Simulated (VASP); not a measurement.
# Te2Mo in VASP: notebook, part 2 of 2

VASP 6.6.1. Earlier steps stand in the parts before.

## Step 3: Single point, PBE0

POSCAR reads:

```
Te2Mo
1.0
    3.5602328140      0.0000000000      0.0000000000
   -1.7801164070      3.0832520603      0.0000000000
    0.0000000000      0.0000000000     17.5240578200
Te Mo
2 1
Direct
    0.3333333333      0.6666666667      0.1021445500
    0.3333333333      0.6666666667      0.8978554500
    0.0000000000      0.0000000000      0.0000000000
```

INCAR.step1 reads:

```
SYSTEM = Te2Mo
ALGO = Normal
EDIFF = 1E-5
ENCUT = 350
GGA = PE
ISIF = 2
ISMEAR = 0
LASPH = .TRUE.
LCHARG = .FALSE.
LREAL = .FALSE.
LWAVE = .TRUE.
NBANDS = 21
NELM = 100
NKRED = 1
PREC = Accurate
SIGMA = 0.01
```

INCAR.step2 reads:

```
SYSTEM = Te2Mo
AEXX = 0.25
ALGO = Normal
EDIFF = 1E-6
ENCUT = 350
GGA = PE
ISIF = 2
ISMEAR = 0
ISTART = 1
LASPH = .TRUE.
LCHARG = .FALSE.
LHFCALC = .TRUE.
LREAL = .FALSE.
LWAVE = .FALSE.
NBANDS = 21
NELM = 100
NKRED = 1
PREC = Accurate
PRECFOCK = Fast
SIGMA = 0.01
```

KPOINTS reads:

```
k-points
0
G
  5 5 1
  0 0 0
```

Potentials or basis: VASP PAW PBE potentials, release 64 (Te, Mo_sv).

On the command line:

```console
> cat potpaw_PBE.64/Te/POTCAR potpaw_PBE.64/Mo_sv/POTCAR > POTCAR
> cp INCAR.step1 INCAR
> mpirun -np 1 vasp_std > vasp.out
> cp INCAR.step2 INCAR
> mpirun -np 1 vasp_std > vasp.out
```

OUTCAR:

```text
SYSTEM = Te2Mo
   AEXX = 0.25
   EDIFF = 1E-6
   ENCUT = 350
   GGA = PE
   ISIF = 2
   ISMEAR = 0
   ISTART = 1
   LASPH = .TRUE.
   LHFCALC = .TRUE.
   LREAL = .FALSE.
   NELM = 100
   NKRED = 1
   PREC = Accurate
   PRECFOCK = Fast

 Found      5 irreducible k-points:

 Following reciprocal coordinates:
            Coordinates               Weight
  0.000000  0.000000  0.000000      1.000000
  0.200000 -0.000000  0.000000      6.000000
  0.400000  0.000000  0.000000      6.000000
  0.200000  0.200000  0.000000      6.000000
  0.400000  0.200000  0.000000      6.000000
   k-points           NKPTS =      5   k-points in BZ     NKDIM =     25   number of bands    NBANDS=     21
   number of dos      NEDOS =    301   number of ions     NIONS =      3
   total plane-waves  NPLWV =  62208
   dimension x,y,z NGX =    24 NGY =   24 NGZ =  108
   dimension x,y,z NGXF=    48 NGYF=   48 NGZF=  216
   ions per type =               2   1
   NGX,Y,Z   is equivalent  to a cutoff of  11.21, 11.21, 10.25 a.u.
   NGXF,Y,Z  is equivalent  to a cutoff of  22.41, 22.41, 20.49 a.u.
 SYSTEM =  Te2Mo
   PREC   = accura    normal or accurate (medium, high low for compatibility)
   ISTART =      1    job   : 0-new  1-cont  2-samecut
   ICHARG =      0    charge: 1-file 2-atom 10-const
   ISPIN  =      1    spin polarized calculation?
   LNONCOLLINEAR =      F non collinear calculations
   LSORBIT =      F    spin-orbit coupling
   LASPH  =      T    aspherical Exc in radial PAW
   ENCUT  =  350.0 eV  25.72 Ry    5.07 a.u.   5.43  5.43 26.73*2*pi/ulx,y,z
   NELM   =    100;   NELMIN=  2; NELMDL=  0     # of ELM steps
   EDIFF  = 0.1E-05   stopping-criterion for ELM
   LREAL  =      F    real-space projection
   EDIFFG = 0.1E-04   stopping-criterion for IOM
   NSW    =      0    number of steps for IOM
   IBRION =     -1    ionic relax: 0-MD 1-quasi-New 2-CG
   NFREE  =      0    steps in history (QN), initial steepest desc. (CG)
   ISIF   =      2    stress and relaxation
   ISYM   =      3    0-nonsym 1-usesym 2-fastsym
   POTIM  = 0.5000    time-step for ionic-motion
   TEBEG  =    0.0;   TEEND  =   0.0 temperature during run
   PSTRESS=    0.0 pullay stress
   NELECT =      26.0000    total number of electrons
   NUPDOWN=      -1.0000    fix difference up-down
   EMIN   =  10.00;   EMAX   =-10.00  energy-range for DOS
   EFERMI =   0.00;   METHOD = LEGACY
   ISMEAR =     0;   SIGMA  =   0.01  broadening in eV -4-tet -1-fermi 0-gaus
   EFERMI_NEDOS =   21; number of points for ismear=-14 and -15
   IALGO  =     38    algorithm
   IMIX   =      1    mixing-type and parameters
     AMIX     =   0.40;   BMIX     =  1.00
     AMIX_MAG =   1.60;   BMIX_MAG =  1.00
  volume/ion in A,a.u.               =      64.12       432.71
  Fermi-wavevector in a.u.,A,eV,Ry     =   0.840153  1.587660  9.603777  0.705858
  Thomas-Fermi vector in A             =   1.954489
   LORBIT       =      0    0 simple, 1 ext, 2 COOP (PROOUT), +10 PAW based schemes
   GGA     = PE    functional components
   LHFCALC =     T    Hartree Fock is set to
   PRECFOCK=fast      Normal, Fast or Accurate (Low or Medium for compatibility)
   ENCUT4O =  -1.0   cutoff for four orbital integrals eV
   NKREDX  =     1    reduce k-point grid by
   NKREDY  =     1    reduce k-point grid by
   NKREDZ  =     1    reduce k-point grid by
   AEXX    =    0.2500 exact exchange contribution
   HFSCREEN=    0.0000 screening length (either q_TF or 0.3 A-1)
   HFSCREENC=   0.0000 screening length for correlation (either q_TF or 0.3 A-1)
   ENCUTFOCK=  -1.0 apply spherical cutoff to Coloumb kernel
   IVDW    =     0    specifies the selected vdW correction
   LEPSILON=     F    determine dielectric tensor
   LRPA    =     F    only Hartree local field effects (RPA)
 non-spin polarized calculation
 Gauss-broadening in eV      SIGMA  =   0.01
  energy-cutoff  :      350.00
  volume of cell :      192.36
 maximum number of plane-waves:      2969
 NGX is ok and might be reduce to    24
  NGX = 14; NGY = 14; NGZ = 70

 number of electron      26.0000004 magnetization

 Free energy of the ion-electron system (eV)
  ---------------------------------------------------
  ext. energy  EPLUGINS =         0.00000000
  ---------------------------------------------------
  free energy    TOTEN  =       -24.03733797 eV

  energy without entropy =      -24.03733797  energy(sigma->0) =      -24.03733797

 E-fermi :  -0.7145     XC(G=0):  -3.6985

 val. band max:       -0.7592067909   @ k =   0.4000   0.2000   0.0000
 cond. band min:       1.8764277776   @ k =   0.4000   0.2000   0.0000
 fundamental gap:      2.6356345685
 Fermi energy:        -0.7145278096

 k-point     1 :       0.0000    0.0000    0.0000
  band No.  band energies     occupation
      1     -65.3883      2.00000
      2     -38.1147      2.00000
      3     -37.9968      2.00000
      4     -37.9968      2.00000
      5     -14.4731      2.00000
      6     -13.3603      2.00000
[... 13 lines left out ...]
     20       5.9725      0.00000
     21       6.9993      0.00000

 k-point     2 :       0.2000   -0.0000    0.0000
  band No.  band energies     occupation
      1     -65.3842      2.00000
      2     -38.1041      2.00000
      3     -38.0507      2.00000
      4     -38.0099      2.00000
      5     -13.8985      2.00000
      6     -12.9744      2.00000
[... 13 lines left out ...]
     20       6.6336      0.00000
     21       8.1115      0.00000

 k-point     3 :       0.4000    0.0000    0.0000
  band No.  band energies     occupation
      1     -65.3777      2.00000
      2     -38.1386      2.00000
      3     -38.0856      2.00000
      4     -38.0317      2.00000
      5     -12.6310      2.00000
      6     -12.1507      2.00000
[... 13 lines left out ...]
     20       6.8485      0.00000
     21       7.5448      0.00000

 k-point     4 :       0.2000    0.2000    0.0000
  band No.  band energies     occupation
      1     -65.3790      2.00000
      2     -38.1078      2.00000
      3     -38.0896      2.00000
      4     -38.0412      2.00000
      5     -12.9445      2.00000
      6     -12.3408      2.00000
[... 13 lines left out ...]
     20       7.3898      0.00000
     21       7.7616      0.00000

 k-point     5 :       0.4000    0.2000    0.0000
  band No.  band energies     occupation
      1     -65.3758      2.00000
      2     -38.1349      2.00000
      3     -38.0802      2.00000
      4     -38.0687      2.00000
      5     -12.1385      2.00000
      6     -11.8225      2.00000
[... 13 lines left out ...]
     20       7.8134      0.00000
     21       8.4543      0.00000

------------------------ aborting loop because EDIFF is reached ----------------------------------------

  FORCE on cell =-STRESS in cart. coord.  units (eV):
  Direction    XX          YY          ZZ          XY          YZ          ZX
  --------------------------------------------------------------------------------------
  -------------------------------------------------------------------------------------
  Total       -1.7435315     -1.7435315     -1.3236213      0.0000000      0.0000000     -0.0000000
  in kB      -14.5217273    -14.5217273    -11.0243303      0.0000000      0.0000000     -0.0000000
  external PRESSURE =     -13.3559283 kB  Pullay stress =       0.0000000 kB

 VOLUME and BASIS-vectors are now :
 -----------------------------------------------------------------------------
  energy-cutoff  :      350.00
  volume of cell :      192.36
      direct lattice vectors                 reciprocal lattice vectors
     3.560232814  0.000000000  0.000000000     0.280880508  0.162166437  0.000000000
    -1.780116407  3.083252060  0.000000000     0.000000000  0.324332873  0.000000000
     0.000000000  0.000000000 17.524057820     0.000000000  0.000000000  0.057064409

 POSITION                                       TOTAL-FORCE (eV/Angst)
 -----------------------------------------------------------------------------------
     -0.00000      2.05550      1.78999         0.000000     -0.000000     -0.308515
     -0.00000      2.05550     15.73407         0.000000     -0.000000      0.308515
      0.00000      0.00000      0.00000        -0.000000      0.000000      0.000000
 -----------------------------------------------------------------------------------
    total drift:                               -0.000001      0.000000     -0.000000

  FREE ENERGIE OF THE ION-ELECTRON SYSTEM (eV)
  ---------------------------------------------------
  free  energy   TOTEN  =       -24.0373379720 eV

  energy  without entropy=      -24.0373379720  energy(sigma->0) =      -24.03733797
```

Run time: 2.2 min. Hardware: 1 thread of AMD EPYC 9R45 (Zen 5), shared host; peak memory 0.21 GiB.

The run converged, but some of its settings lie outside the range that counts as converged, so its numbers aren't taken as properties of the slab.

Results:

* Free energy: -24.0373 eV
* Largest force: 0.309 eV/Å
* Band gap on the k mesh: 2.64 eV, direct

Caveat: the PAW data sets were made with another functional, which shifts forces and pressure a little; spin-orbit coupling is left out, which moves the levels of the heavy elements.

## Step 4: Single point, PBE0

POSCAR is that of step 3.

INCAR.step1, as its differences from that of step 3:

```diff
@@ -3,3 +3,3 @@
 EDIFF = 1E-5
-ENCUT = 350
+ENCUT = 400
 GGA = PE
```

INCAR.step2, as its differences from that of step 3:

```diff
@@ -4,3 +4,3 @@
 EDIFF = 1E-6
-ENCUT = 350
+ENCUT = 400
 GGA = PE
```

KPOINTS is that of step 3.

On the command line:

```console
> cat potpaw_PBE.64/Te/POTCAR potpaw_PBE.64/Mo_sv/POTCAR > POTCAR
> cp INCAR.step1 INCAR
> mpirun -np 1 vasp_std > vasp.out
> cp INCAR.step2 INCAR
> mpirun -np 1 vasp_std > vasp.out
```

Run time: 2.2 min. Hardware: 1 thread of AMD EPYC 9R45 (Zen 5), shared host; peak memory 0.22 GiB.

The run converged, but some of its settings lie outside the range that counts as converged, so its numbers aren't taken as properties of the slab.

What came out:

| Item | Value |
| --- | --- |
| Free energy | -24.0366 eV |
| Largest force | 0.312 eV/Å |
| Band gap on the k mesh | 2.64 eV, direct |

Caveat: the PAW data sets were made with another functional, which shifts forces and pressure a little; spin-orbit coupling is left out, which moves the levels of the heavy elements.

## Step 5: Single point, PBE0

POSCAR is that of step 4.

INCAR.step1, as its differences from that of step 4:

```diff
@@ -3,3 +3,3 @@
 EDIFF = 1E-5
-ENCUT = 400
+ENCUT = 500
 GGA = PE
```

INCAR.step2, as its differences from that of step 4:

```diff
@@ -4,3 +4,3 @@
 EDIFF = 1E-6
-ENCUT = 400
+ENCUT = 500
 GGA = PE
```

KPOINTS is that of step 4.

On the command line:

```console
> cat potpaw_PBE.64/Te/POTCAR potpaw_PBE.64/Mo_sv/POTCAR > POTCAR
> cp INCAR.step1 INCAR
> mpirun -np 1 vasp_std > vasp.out
> cp INCAR.step2 INCAR
> mpirun -np 1 vasp_std > vasp.out
```

Run time: 3.5 min. Hardware: 1 thread of AMD EPYC 9R45 (Zen 5), shared host; peak memory 0.28 GiB.

The run converged, but some of its settings lie outside the range that counts as converged, so its numbers aren't taken as properties of the slab.

What came out:

| Item | Value |
| --- | --- |
| Free energy | -24.0366 eV |
| Largest force | 0.313 eV/Å |
| Band gap on the k mesh | 2.64 eV, direct |

Caveat: the PAW data sets were made with another functional, which shifts forces and pressure a little; spin-orbit coupling is left out, which moves the levels of the heavy elements.
